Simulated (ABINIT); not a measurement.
Si2W:

```
W Si
1.0
    -1.60690    1.60690    3.91495
     1.60690   -1.60690    3.91495
     1.60690    1.60690   -3.91495
W Si
1 2
Direct
  0.00000 0.00000 0.00000
  0.66530 0.66530 0.00000
  0.33470 0.33470 0.00000
```

Base run:

```yaml
Program: ABINIT 10.8.3 (patched build)
Functional: PBEsol
Potentials_or_basis: PseudoDojo NC SR PBEsol v0.4.1 standard
Cutoff: 844 eV
k_mesh: 9 × 9 × 9
Occupations: fermi-dirac, width 0.05 eV
Spin: no spin polarisation
```

Its results: band gap on the k mesh none (metal or under the smearing width); pressure -2.0 GPa; largest force 0.008 eV/Å.

Problem. The run is repeated on the same cell with these changes: functional from PBEsol to PBE; potentials or basis from PseudoDojo NC SR PBEsol v0.4.1 standard to PseudoDojo NC SR PBE v0.4.1 standard; cutoff from 844 eV to 816 eV. What comes out?

Solution. Band gap on the k mesh none (metal or under the smearing width); pressure 3.2 GPa; largest force 0.045 eV/Å.

Caveats: the cutoff is short for stress, so the pressure is rough (some runs).
